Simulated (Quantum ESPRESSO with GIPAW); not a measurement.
# BAs: how strain moves the 11B line

GIPAW runs (PBEsol, plane-wave PAW from pslibrary 1.0.0 recipes, cutoffs 55 and 330 Ry, one 12×12×12 mesh for all shielding runs; Quantum ESPRESSO with GIPAW, a patched development version; no spin-orbit coupling, no macroscopic shape term) on BAs, space group F-43m before straining. The cell below is strained along the z axis of the cell given, with the other two held, and the atoms were let relax in pw.x at each strain but kept their fractional coordinates.

```
As B
1.0
     0.00000    2.38850    2.38850
     2.38850    0.00000    2.38850
     2.38850    2.38850    0.00000
As B
1 1
Cartesian
  1.1943 1.1943 1.1943
  0.0000 0.0000 0.0000
```

The cell is an entry of the Crystallography Open Database; it need not be the form that is stable at ambient conditions.

The bonds are those of B (atom 2; BAs4). One row is withheld.

```tsv
strain (%)	mean bond (Å)	σ_iso As (ppm)	σ_iso B (ppm)	span B (ppm)
-2	2.0548	1500.60	109.65	6.2
-1.5	2.0582	?	?	?
-1	2.0616	1492.27	108.00	3.1
0	2.0685	1483.25	106.30	0.0
+0.5	2.0720	1478.49	105.43	1.6
+1	2.0754	1473.57	104.55	3.1
+2	2.0824	1463.24	102.74	6.3
```

**Task.** Fit σ_iso of B against strain, judge whether a straight line is enough, and predict the withheld row at -1.5 %.

1. With n = 6: Σx = 0.500, Σy = 636.67, Σx² = 10.2500, Σxy = 35.445.

2. Slope b = (nΣxy − ΣxΣy)/(nΣx² − (Σx)²) = -1.73 ppm per %, intercept a = (Σy − bΣx)/n = 106.26 ppm.

3. Residuals (run less line), in the order of the table: -0.06, +0.02, +0.04, +0.04, +0.02, -0.07 ppm. They bend in one sense; the largest is 0.9 % of the range of σ, so a line serves for most purposes and a parabola takes up the rest: σ = 106.30 − 1.727 x − 0.026 x², with residuals of 0.01 ppm or less.

4. At -1.5 % (inside the fitted range) the line gives 108.84 ppm and the parabola 108.83 ppm.

5. The run gives:

```tsv
strain (%)	mean bond (Å)	σ_iso As (ppm)	σ_iso B (ppm)	span B (ppm)
-1.5	2.0582	1496.53	108.83	4.7
```

Prediction less run: the line misses by +0.01 ppm, the parabola hits it to the digits shown. By the parabola, a strain of +1 % changes σ of B by -1.75 ppm and one of −1 % by +1.70 ppm; the mean slope is -1.73 ppm per %, or 2.5 ppm for 0.01 Å of mean bond length. The shift moves the opposite way, scaled by the slope of a reference line. Over the table σ of As goes from 1500.60 to 1463.24 ppm. Zero strain is the database's lattice, not this functional's rest cell, and neither cutoff nor mesh was tested for the slopes. The omitted shape term, common to all sites, changes with strain too. This build of gipaw.x prints that it is not audited and that its numbers are no references by themselves. 11B is quadrupolar, so a real line also moves with the field gradient, which is not computed here.

[Banner, clock, file and message-heading lines were taken out of the pw.x and gipaw.x logs.]

[Logs are printed without paths, hosts, clocks, repeated set-up lines and the standing remarks that a program may print on its own settings, such as how far it seeks lower states.]

[Hosts, paths, dates, database ids (printed as entryN), source tags and the programs' standing remarks are cut or masked in the printed files.]
